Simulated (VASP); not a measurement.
Write the native input for VASP 6.6.1 that does the following.

| Item | Value |
| --- | --- |
| Task | single point |
| Functional | PBEsol |
| Potentials or basis | VASP PAW PBE potentials, release 64 (Te, Pt) |
| Cutoff | 520 eV |
| k mesh | 6 × 6 × 4 |
| Occupations | fermi-dirac, width 0.02 eV |
| Spin | no spin polarisation |
| Dipole correction | no |
| Further INCAR settings | ALGO = Normal; EDIFF = 1e-07; NBANDS = 18 |

The structure of Te2Pt (Moncheite) lies in POSCAR:

```
Te2Pt
1.0
    4.0381735148      0.0000000000      0.0000000000
   -2.0190867574      3.4971608487      0.0000000000
    0.0000000000      0.0000000000      5.3109405973
Te Pt
2 1
Direct
    0.3333333333      0.6666666667      0.2568471022
    0.6666666667      0.3333333333      0.7431528978
    0.0000000000      0.0000000000      0.0000000000
```

The input as run:

INCAR

```
ALGO = Normal
EDIFF = 1E-7
ENCUT = 520
GGA = PS
ISIF = 2
ISMEAR = -1
LASPH = True
LCHARG = False
LREAL = False
LWAVE = False
NBANDS = 18
NELM = 100
PREC = Accurate
SIGMA = 0.02
```

KPOINTS

```
k-points
0
Gamma
  6 6 4
```

Potentials or basis: VASP PAW PBE potentials, release 64 (Te, Pt).

Command:

```sh
$ cat potpaw_PBE.64/Te/POTCAR potpaw_PBE.64/Pt/POTCAR > POTCAR
$ mpirun -np 1 vasp_std > vasp.out
```

It gave:

```json
{"Pressure": "-1.4 GPa", "Largest force": "0.050 eV/Å", "Band gap on the k mesh": "none (metal or under the smearing width)"}
```

Caveat: the PAW data sets were made with another functional, which shifts forces and pressure a little.

It took 33 s on 1 thread of Intel(R) Xeon(R) Platinum 8259CL CPU @ 2.50GHz (Skylake/Cascade Lake), with other jobs on the host, peak memory 0.19 GiB.
